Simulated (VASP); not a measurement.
# ZrS2 in VASP: a series of runs, part 2 of 2

VASP 6.6.1.

## 3. Single point, LDA

This run uses another cell than the first one, of 34.91 Å³/atom, 0.816 times its volume.

The input, INCAR:

```
SYSTEM = ZrS2
ALGO = Normal ; DIPOL = 0.5 0.5 0.500
EDIFF = 1E-7 ; ENCUT = 400
IDIPOL = 3 ; ISIF = 2
ISMEAR = 0 ; LASPH = .TRUE.
LCHARG = .FALSE. ; LDIPOL = .TRUE.
LREAL = .FALSE. ; LVACPOTAV = .TRUE.
LVHAR = .TRUE. ; LWAVE = .FALSE.
NBANDS = 23 ; NELM = 120
PREC = Accurate ; SIGMA = 0.05
```

The input, KPOINTS:

```
k-points
0
G
  9 9 1
  0 0 0
```

The input, POSCAR:

```
ZrS2
1.0
    3.6913825500      0.0000000000      0.0000000000
   -1.8456912700      3.1968310600      0.0000000000
    0.0000000000      0.0000000000      8.8744649004
S Zr
2 1
Direct
    0.6666666667      0.3333333333      0.3380485509
    0.3333333333      0.6666666667      0.6619514491
    0.0000000000      0.0000000000      0.5000000000
```

Potentials or basis: VASP PAW LDA potentials, release 64 (S, Zr_sv).

Command:

```sh
$ cat potpaw_LDA.64/S/POTCAR potpaw_LDA.64/Zr_sv/POTCAR > POTCAR
$ mpirun -np 1 vasp_std > vasp.out
```

OUTCAR:

```text
SYSTEM = ZrS2
   EDIFF = 1E-7
   ENCUT = 400
   ISIF = 2
   ISMEAR = 0
   LASPH = .TRUE.
   LREAL = .FALSE.
   NELM = 120
   PREC = Accurate

 Found     12 irreducible k-points:

 Following reciprocal coordinates:
            Coordinates               Weight
  0.000000  0.000000  0.000000      1.000000
  0.111111 -0.000000  0.000000      6.000000
  0.222222  0.000000  0.000000      6.000000
  0.333333  0.000000  0.000000      6.000000
  0.444444  0.000000  0.000000      6.000000
  0.111111  0.111111  0.000000      6.000000
[... 239 lines left out ...]
  Direction    XX          YY          ZZ          XY          YZ          ZX
  --------------------------------------------------------------------------------------
  -------------------------------------------------------------------------------------
  Total       -2.2299451     -2.2299451     -1.1760775     -0.0000000      0.0000000      0.0000000
  in kB      -34.1156641    -34.1156640    -17.9926703     -0.0000001      0.0000000      0.0000000
  external PRESSURE =     -28.7413328 kB  Pullay stress =       0.0000000 kB

 VOLUME and BASIS-vectors are now :
 -----------------------------------------------------------------------------
  energy-cutoff  :      400.00
  volume of cell :      104.73
      direct lattice vectors                 reciprocal lattice vectors
     3.691382550  0.000000000  0.000000000     0.270901210  0.156404886  0.000000000
    -1.845691270  3.196831060  0.000000000     0.000000000  0.312809774  0.000000000
     0.000000000  0.000000000  8.874464900     0.000000000  0.000000000  0.112682850

 POSITION                                       TOTAL-FORCE (eV/Angst)
 -----------------------------------------------------------------------------------
      1.84569      1.06561      3.00000        -0.000000     -0.000000      0.398253
      0.00000      2.13122      5.87446        -0.000000      0.000000     -0.398253
      0.00000      0.00000      4.43723         0.000000      0.000000      0.000000
 -----------------------------------------------------------------------------------
    total drift:                                0.000000     -0.000000      0.000000

  FREE ENERGIE OF THE ION-ELECTRON SYSTEM (eV)
  ---------------------------------------------------
  free  energy   TOTEN  =       -23.1950803715 eV

  energy  without entropy=      -23.1950803715  energy(sigma->0) =      -23.19508037
```

Wall time 27 s (1 thread of AMD EPYC 7R43 (Zen 3), shared host); peak memory 0.12 GiB.

These settings aren't checked as converged: the numbers below hold their error.

What came out:

* Free energy: -23.1951 eV
* Largest force: 0.398 eV/Å
* Band gap on the k mesh: 1.14 eV, indirect (least direct gap 1.58 eV)

## 4. Single point, LDA

This run uses another cell than the first one, of 58.51 Å³/atom, 1.368 times its volume.

INCAR is that of step 3.

The input, KPOINTS:

```
k-points
0
G
  7 7 1
  0 0 0
```

The input, POSCAR:

```
ZrS2
1.0
    3.6913825500      0.0000000000      0.0000000000
   -1.8456912700      3.1968310600      0.0000000000
    0.0000000000      0.0000000000     14.8744649004
S Zr
2 1
Direct
    0.6666666667      0.3333333333      0.4033758552
    0.3333333333      0.6666666667      0.5966241448
    0.0000000000      0.0000000000      0.5000000000
```

Potentials or basis: VASP PAW LDA potentials, release 64 (S, Zr_sv).

Command:

```sh
$ cat potpaw_LDA.64/S/POTCAR potpaw_LDA.64/Zr_sv/POTCAR > POTCAR
$ mpirun -np 1 vasp_std > vasp.out
```

OUTCAR:

```text
SYSTEM = ZrS2
   EDIFF = 1E-7
   ENCUT = 400
   ISIF = 2
   ISMEAR = 0
   LASPH = .TRUE.
   LREAL = .FALSE.
   NELM = 120
   PREC = Accurate

 Found      8 irreducible k-points:

 Following reciprocal coordinates:
            Coordinates               Weight
  0.000000  0.000000  0.000000      1.000000
  0.142857  0.000000  0.000000      6.000000
  0.285714  0.000000  0.000000      6.000000
  0.428571  0.000000  0.000000      6.000000
  0.142857  0.142857  0.000000      6.000000
  0.285714  0.142857  0.000000     12.000000
   k-points           NKPTS =      8   k-points in BZ     NKDIM =      8   number of bands    NBANDS=     23
   number of dos      NEDOS =    301   number of ions     NIONS =      3
   total plane-waves  NPLWV =  56448
   dimension x,y,z NGX =    24 NGY =   24 NGZ =   98
   dimension x,y,z NGXF=    48 NGYF=   48 NGZF=  196
   ions per type =               2   1
   NGX,Y,Z   is equivalent  to a cutoff of  10.81, 10.81, 10.95 a.u.
   NGXF,Y,Z  is equivalent  to a cutoff of  21.62, 21.62, 21.91 a.u.
 SYSTEM =  ZrS2
   PREC   = accura    normal or accurate (medium, high low for compatibility)
   ISTART =      0    job   : 0-new  1-cont  2-samecut
   ICHARG =      2    charge: 1-file 2-atom 10-const
   ISPIN  =      1    spin polarized calculation?
   LNONCOLLINEAR =      F non collinear calculations
   LSORBIT =      F    spin-orbit coupling
   LASPH  =      T    aspherical Exc in radial PAW
[... 54 lines left out ...]

 E-fermi :  -2.0638     XC(G=0):  -4.4758

 val. band max:       -2.3666464233   @ k =   0.0000   0.0000   0.0000
 cond. band min:      -1.2158693002   @ k =   0.4286   0.0000   0.0000
 fundamental gap:      1.1507771231
 Fermi energy:        -2.0637763319

 k-point     1 :       0.0000    0.0000    0.0000
  band No.  band energies     occupation
      1     -50.9615      2.00000
      2     -29.1778      2.00000
      3     -29.0308      2.00000
      4     -29.0308      2.00000
      5     -14.6661      2.00000
      6     -13.4870      2.00000
[... 145 lines left out ...]
     22       7.1317      0.00000
     23       7.6748      0.00000

 [... further k-points ...]
[... 5 lines left out ...]
  --------------------------------------------------------------------------------------
  -------------------------------------------------------------------------------------
  Total       -2.2244968     -2.2244968     -1.1891149     -0.0000000      0.0000000      0.0000000
  in kB      -20.3044993    -20.3044992    -10.8538626     -0.0000000      0.0000000      0.0000000
  external PRESSURE =     -17.1542870 kB  Pullay stress =       0.0000000 kB

 VOLUME and BASIS-vectors are now :
 -----------------------------------------------------------------------------
  energy-cutoff  :      400.00
  volume of cell :      175.53
      direct lattice vectors                 reciprocal lattice vectors
     3.691382550  0.000000000  0.000000000     0.270901210  0.156404886  0.000000000
    -1.845691270  3.196831060  0.000000000     0.000000000  0.312809774  0.000000000
     0.000000000  0.000000000 14.874464900     0.000000000  0.000000000  0.067229309

 POSITION                                       TOTAL-FORCE (eV/Angst)
 -----------------------------------------------------------------------------------
      1.84569      1.06561      6.00000         0.000000     -0.000000      0.399257
      0.00000      2.13122      8.87446        -0.000000      0.000000     -0.399257
      0.00000      0.00000      7.43723         0.000000      0.000000      0.000000
 -----------------------------------------------------------------------------------
    total drift:                                0.000000     -0.000000     -0.000000

  FREE ENERGIE OF THE ION-ELECTRON SYSTEM (eV)
  ---------------------------------------------------
  free  energy   TOTEN  =       -23.1946088093 eV

  energy  without entropy=      -23.1946088093  energy(sigma->0) =      -23.19460881

 vacuum level on the upper side and lower side of the slab         4.268         4.268
```

stdout:

```text
POSCAR found type information on POSCAR S Zr
 POSCAR found :  2 types and       3 ions
 scaLAPACK will be used
 LDA part: xc-table for (Slater(with rela. corr.)+CA(PZ))
 , standard interpolation
 POSCAR, INCAR and KPOINTS ok, starting setup
 FFT: planning ... GRIDC
 FFT: planning ... GRID_SOFT
 FFT: planning ... GRID
 WAVECAR not read
 entering main loop
 -----------------------------------------------------------------------------
|                                                                             |
|           W    W    AA    RRRRR   N    N  II  N    N   GGGG   !!!           |
|           W    W   A  A   R    R  NN   N  II  NN   N  G    G  !!!           |
|           W    W  A    A  R    R  N N  N  II  N N  N  G       !!!           |
|           W WW W  AAAAAA  RRRRR   N  N N  II  N  N N  G  GGG   !            |
|           WW  WW  A    A  R   R   N   NN  II  N   NN  G    G                |
|           W    W  A    A  R    R  N    N  II  N    N   GGGG   !!!           |
|                                                                             |
|     Did not find any points to average over, which means that no vacuum     |
|     field-free region was found. Please increase the size of  your cell     |
|     in the dimension of the dipole correction to obtain accurate            |
|     workfunction values.                                                    |
|                                                                             |
 -----------------------------------------------------------------------------
```

Run time: 41 s. Hardware: 1 thread of AMD EPYC 7R43 (Zen 3), shared host; peak memory 0.15 GiB.

The run converged, but some of its settings lie outside the range that counts as converged, so its numbers aren't taken as properties of the slab.

Results:

```yaml
Free_energy: -23.1946 eV
Largest_force: 0.399 eV/Å
Band_gap_on_the_k_mesh: 1.15 eV, indirect (least direct gap 1.58 eV)
Ionisation_potential_of_the_upper_face: 6.63 eV
```

## 5. Single point, LDA

This run uses another cell than the first one, of 58.51 Å³/atom, 1.368 times its volume.

INCAR: that of step 4 with these lines changed.

```diff
@@ -9,2 +9,2 @@
 NBANDS = 23 ; NELM = 120
-PREC = Accurate ; SIGMA = 0.05
+PREC = Accurate ; SIGMA = 0.02
```

KPOINTS is that of step 4.

POSCAR is that of step 4.

Command:

```sh
$ cat potpaw_LDA.64/S/POTCAR potpaw_LDA.64/Zr_sv/POTCAR > POTCAR
$ mpirun -np 1 vasp_std > vasp.out
```

Run time: 38 s. Hardware: 1 thread of AMD EPYC 7R43 (Zen 3), shared host; peak memory 0.15 GiB.

These settings aren't checked as converged: the numbers below hold their error.

Results:

- Free energy: -23.1946 eV
- Largest force: 0.399 eV/Å
- Band gap on the k mesh: 1.15 eV, indirect (least direct gap 1.58 eV)
- Ionisation potential of the upper face: 6.63 eV

## 6. Single point, LDA

INCAR: that of step 5 with these lines changed.

```diff
@@ -9,2 +9,2 @@
 NBANDS = 23 ; NELM = 120
-PREC = Accurate ; SIGMA = 0.02
+PREC = Accurate ; SIGMA = 0.05
```

The input, KPOINTS:

```
k-points
0
G
  9 9 1
  0 0 0
```

The input, POSCAR:

```
ZrS2
1.0
    3.6913825500      0.0000000000      0.0000000000
   -1.8456912700      3.1968310600      0.0000000000
    0.0000000000      0.0000000000     10.8744649004
S Zr
2 1
Direct
    0.6666666667      0.3333333333      0.3678341911
    0.3333333333      0.6666666667      0.6321658089
    0.0000000000      0.0000000000      0.5000000000
```

Potentials or basis: VASP PAW LDA potentials, release 64 (S, Zr_sv).

Command:

```sh
$ cat potpaw_LDA.64/S/POTCAR potpaw_LDA.64/Zr_sv/POTCAR > POTCAR
$ mpirun -np 1 vasp_std > vasp.out
```

Wall time 37 s (1 thread of AMD EPYC 7R43 (Zen 3), shared host); peak memory 0.13 GiB.

The run converged, but some of its settings lie outside the range that counts as converged, so its numbers aren't taken as properties of the slab.

What came out:

- Free energy: -23.1975 eV
- Largest force: 0.396 eV/Å
- Band gap on the k mesh: 1.14 eV, indirect (least direct gap 1.58 eV)
- Ionisation potential of the upper face: 6.63 eV
